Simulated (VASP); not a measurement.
Calculation: PW91 GGA, VASP's PBE PAW potentials (set 64) (plane waves; VASP).

Input for VASP

### KPOINTS
```
Automatic mesh
0
Gamma
7 7 7
0 0 0
```

### POSCAR
```
CsCl
1
    4.1930628847     0.0000000000     0.0000000000
    0.0000000000     4.1930628847     0.0000000000
    0.0000000000     0.0000000000     4.1930628847
Cs Cl
1 1
Direct
  0.0000000000   0.0000000000   0.0000000000
  0.5000000000   0.5000000000   0.5000000000
```

INCAR:
```
SYSTEM = CsCl
PREC = Accurate
ENCUT = 520
EDIFF = 1E-7
NELM = 100
ALGO = Normal
LREAL = .FALSE.
LASPH = .TRUE.
ISMEAR = -5
GGA = 91
LMAXMIX = 4
LWAVE = .FALSE.
LCHARG = .TRUE.
LORBIT = 11
NEDOS = 601
ISIF = 2
```

POTCAR, in this order: Cs_sv Cl (PBE.64 set). Program: vasp_std.

The run wrote:

File OSZICAR:
```
       N       E                     dE             d eps       ncg     rms          rms(c)
DAV:   1     0.100267955319E+03    0.10027E+03   -0.69636E+03   480   0.115E+03
DAV:   2     0.340270478379E+00   -0.99928E+02   -0.93450E+02   740   0.186E+02
DAV:   3    -0.696841343836E+01   -0.73087E+01   -0.72849E+01   592   0.590E+01
DAV:   4    -0.704957182439E+01   -0.81158E-01   -0.81121E-01   576   0.760E+00
DAV:   5    -0.705080415478E+01   -0.12323E-02   -0.12322E-02   604   0.939E-01    0.230E+00
DAV:   6    -0.665126489235E+01    0.39954E+00   -0.69272E-01   556   0.468E+00    0.170E+00
DAV:   7    -0.660175515825E+01    0.49510E-01   -0.20766E-01   616   0.255E+00    0.100E+00
DAV:   8    -0.660228365413E+01   -0.52850E-03   -0.17416E-02   592   0.973E-01    0.143E-01
DAV:   9    -0.660294519844E+01   -0.66154E-03   -0.40829E-03   592   0.410E-01    0.123E-01
DAV:  10    -0.660304619451E+01   -0.10100E-03   -0.35840E-04   568   0.149E-01    0.178E-02
DAV:  11    -0.660306461495E+01   -0.18420E-04   -0.44337E-05   624   0.455E-02    0.730E-03
DAV:  12    -0.660306414160E+01    0.47334E-06   -0.13191E-05   600   0.226E-02    0.289E-03
DAV:  13    -0.660306401768E+01    0.12393E-06   -0.44751E-07   588   0.501E-03    0.139E-03
DAV:  14    -0.660306405934E+01   -0.41659E-07   -0.29816E-07   572   0.314E-03
   1 F= -.66030641E+01 E0= -.66030641E+01  d E =0.000000E+00
```

OUTCAR:
```
------------------------ aborting loop because EDIFF is reached ----------------------------------------
  FORCE on cell =-STRESS in cart. coord.  units (eV):
  Direction    XX          YY          ZZ          XY          YZ          ZX
  --------------------------------------------------------------------------------------
  Total        0.0087089      0.0087089      0.0087089      0.0000000      0.0000000     -0.0000000
  in kB        0.1892687      0.1892687      0.1892687      0.0000000      0.0000000     -0.0000000
  external PRESSURE =       0.1892687 kB  Pullay stress =       0.0000000 kB
  volume of cell :       73.72
      direct lattice vectors                 reciprocal lattice vectors
     4.193062885  0.000000000  0.000000000     0.238489149  0.000000000  0.000000000
     0.000000000  4.193062885  0.000000000     0.000000000  0.238489149  0.000000000
     0.000000000  0.000000000  4.193062885     0.000000000  0.000000000  0.238489149
 POSITION                                       TOTAL-FORCE (eV/Angst)
 -----------------------------------------------------------------------------------
      0.00000      0.00000      0.00000         0.000000      0.000000      0.000000
      2.09653      2.09653      2.09653         0.000000      0.000000      0.000000
 -----------------------------------------------------------------------------------
    total drift:                                0.000000      0.000000     -0.000000
  FREE ENERGIE OF THE ION-ELECTRON SYSTEM (eV)
  ---------------------------------------------------
  free  energy   TOTEN  =        -6.6030640593 eV

  energy  without entropy=       -6.6030640593  energy(sigma->0) =       -6.60306406

 total charge

# of ion       s       p       d       tot
------------------------------------------
    1        1.877   4.703   0.026   6.606
    2        1.592   3.542   0.000   5.134
--------------------------------------------------
tot          3.469   8.245   0.026  11.741
```
(Selected blocks of OUTCAR.)

The compound is CsCl in the CsCl type structure. It was relaxed first, which changed the volume by +5 %.
